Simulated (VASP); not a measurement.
Crystal: MgS (Niningerite).

```
CELL_PARAMETERS angstrom
0.00000 2.60165 2.60165
2.60165 0.00000 2.60165
2.60165 2.60165 0.00000
ATOMIC_POSITIONS crystal
S 0.50000 0.50000 0.50000
Mg 0.00000 0.00000 0.00000
```

Base run:

```yaml
Program: VASP 6.6.1
Functional: TB-mBJ
Potentials_or_basis: VASP PAW PBE potentials, release 64 (S, Mg)
Cutoff: 520 eV
k_mesh: 10 × 10 × 10
Occupations: gaussian, width 0.02 eV
Spin: no spin polarisation
```

Its results: band gap on the k mesh 4.00 eV, indirect (least direct gap 5.08 eV).

Q: The run is repeated on the same cell with these changes: functional from TB-mBJ to r2SCAN. What comes out?

A: Band gap on the k mesh 3.43 eV, indirect (least direct gap 4.61 eV).

Not every run made on this cell is shown here.
